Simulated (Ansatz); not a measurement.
Trial structure of Co₂Si, not yet relaxed:

Space group P4mm (No. 99). a = 3.448 Å, b = 3.448 Å, c = 3.101 Å, α = 90.00°, β = 90.00°, γ = 90.00°
```tsv
atom	site	symmetry	x	y	z
Co	2c	2mm.	0.5000	0.0000	0.8113
Si	1b	4mm	0.5000	0.5000	0.0367
```

Method: DFT PBE, scalar-relativistic, plane waves, PAW in Ansatz 0.2.0. Settings: cutoff 420 eV, Γ-centred mesh 6×6×6 on the computed 3-atom cell, Gaussian smearing of 0.10 eV; collinear spin from starting moments 3.0 3.0 0.0 μB.

Energies over the elements count from the elements' standard structures at the same level, with no fitted energy shifts.

**Question.** What does a single point on this coarse mesh give?

**Answer.** The pressure is 68.7 GPa (the mean over three directions, positive in compression), the largest force is 11.79 eV/Å, and the energy is +1.86 eV/atom against the elements. The shortest distance is 1.86 Å.

**Question.** How much does it gain on relaxing, and where does it end?

**Answer.** Relaxing gains about 1.9 eV/atom (the start's value is from the coarse mesh, so the gain is rough) in 16 ionic steps and ends at −0.01 eV/atom on the finer mesh. The symmetry goes from P4mm (No. 99) to P4/mmm (No. 123). The volume per atom grows by 1.9 %, from 12.3 to 12.5 Å³. The shortest distance goes from 1.86 Å (Co–Si) to 2.30 Å (Co–Si). Conventional cell: a = 3.792 Å, c = 2.612 Å. Around Co lie 4 Si at 2.30 Å and 6 Co at 2.61–2.68 Å; Si has 8 Co at 2.30 Å and 2 Si at 2.61 Å.

The last run used collinear spin, a 12×12×18 mesh (in the run's order of axes) for its 3-atom cell and Gaussian smearing of 0.10 eV. The k mesh leaves some 4 meV/atom of noise in the energy of each metallic cell. The magnetic state reached may not be the lowest. The relaxation can't lower the symmetry of the start. A structure relaxed within its symmetry needn't be a true minimum. Another cell of Co2Si relaxed alike, in P4/mmm, lies 33 meV/atom lower, so this cell isn't the stable form at this level.
